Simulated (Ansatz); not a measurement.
# InAs: the cost of one run

Program: Ansatz 0.2.0. Level of theory: DFT PBEsol, scalar-relativistic, plane waves, PAW. These are calculated values, not measurements.

**1. Starting point**

It takes space group Fm-3m (No. 225, cubic). The conventional cell has a = 5.755 Å, b = 5.755 Å, c = 5.755 Å, α = 90.00°, β = 90.00°, γ = 90.00°. In (site symmetry m-3m) is surrounded by 6 As at 2.88 Å. As (site symmetry m-3m) has 6 In at 2.88 Å as nearest neighbours.

Coordinates:

```cif
data_structure
_symmetry_space_group_name_H-M 'Fm-3m'
_symmetry_Int_Tables_number 225
_cell_length_a 5.7546
_cell_length_b 5.7546
_cell_length_c 5.7546
_cell_angle_alpha 90.000
_cell_angle_beta 90.000
_cell_angle_gamma 90.000
_cell_volume 190.57
loop_
_atom_site_label
_atom_site_type_symbol
_atom_site_symmetry_multiplicity
_atom_site_Wyckoff_symbol
_atom_site_fract_x
_atom_site_fract_y
_atom_site_fract_z
_atom_site_occupancy
In1 In 4 b 0.50000 0.00000 0.00000 1
As1 As 4 a 0.00000 0.00000 0.00000 1
```

The structure comes from the Materials Project (structure only).

**2. A change within the space group**

Against the listed cell: strain xx, yy, zz, yz, xz, xy = +3.3, +3.3, +3.3, +0.0, +0.0, +0.0 %.

Contents of input.yaml:

```yaml
crystal:
  lattice:
    - [0.0, 2.9719097555, 2.9719097555]
    - [2.9719097555, 0.0, 2.9719097555]
    - [2.9719097555, 2.9719097555, 0.0]
  atoms:
    - { symbol: In, position: [0.5, 0.5, 0.5] }
    - { symbol: As, position: [0.0, 0.0, 0.0] }
basis:
  ecutwfc: 420
kpoints:
  mp_grid: { grid: [12, 12, 12] }
hamiltonian:
  xc: pbesol
scf:
  occupations: { method: gaussian, width: 0.1 }
output:
  forces: true
  stress: true
  eigenvalues: true
```

Launch:

```
> ansatz run input.yaml --threads 1 --pin off --max-ram 1331MiB --backend cpu --events-out ev --progress --plain --runs-dir out
```

Q: Estimate wall time and peak memory on 1 thread of an x86-64 CPU, shared host.

About 5.7 s, with a peak of 0.38 GiB.
